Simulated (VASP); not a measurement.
A run of VASP 6.6.1 is set up as follows.

INCAR

```
SYSTEM = Ni
ALGO = Normal
EDIFF = 1E-6
ENCUT = 520
GGA = PS
ISIF = 2
ISMEAR = -1
ISPIN = 2
LASPH = .True.
LCHARG = .False.
LMAXMIX = 4
LORBIT = 11
LREAL = .False.
LWAVE = .False.
MAGMOM = 1
NBANDS = 15
NELM = 150
PREC = Accurate
SIGMA = 0.05
```

The input KPOINTS:

```
k-points
0
Gamma
  13 13 13
  0 0 0
```

Contents of POSCAR:

```
Ni
1.0
    0.0000000000      1.7375729330      1.7375729330
    1.7375729330      0.0000000000      1.7375729330
    1.7375729330      1.7375729330      0.0000000000
Ni
1
Direct
    0.0000000000      0.0000000000      0.0000000000
```

KPOINTS_OPT

```
path GXWKGLUWLK,UX
15
line-mode
reciprocal
 0.0000000000  0.0000000000  0.0000000000  G
 0.5000000000  0.0000000000  0.5000000000  X

 0.5000000000  0.0000000000  0.5000000000  X
 0.5000000000  0.2500000000  0.7500000000  W

 0.5000000000  0.2500000000  0.7500000000  W
 0.3750000000  0.3750000000  0.7500000000  K

 0.3750000000  0.3750000000  0.7500000000  K
 0.0000000000  0.0000000000  0.0000000000  G

 0.0000000000  0.0000000000  0.0000000000  G
 0.5000000000  0.5000000000  0.5000000000  L

 0.5000000000  0.5000000000  0.5000000000  L
 0.6250000000  0.2500000000  0.6250000000  U

 0.6250000000  0.2500000000  0.6250000000  U
 0.5000000000  0.2500000000  0.7500000000  W

 0.5000000000  0.2500000000  0.7500000000  W
 0.5000000000  0.5000000000  0.5000000000  L

 0.5000000000  0.5000000000  0.5000000000  L
 0.3750000000  0.3750000000  0.7500000000  K

 0.6250000000  0.2500000000  0.6250000000  U
 0.5000000000  0.0000000000  0.5000000000  X
```

Potentials or basis: VASP PAW PBE potentials, release 64 (Ni).

Launch:

```bash
$ cat potpaw_PBE.64/Ni/POTCAR > POTCAR
$ mpirun -np 1 vasp_std > vasp.out
```

Task: Estimate the pressure.

Result: -2.4 GPa.

Task: What does it give for the band gap along the path?

Result: None (metal or under the smearing width).

Task: Estimate the site moments.

Result: Ni +0.63 μB.

Caveat: the PAW data sets were made with another functional, which shifts forces and pressure a little.
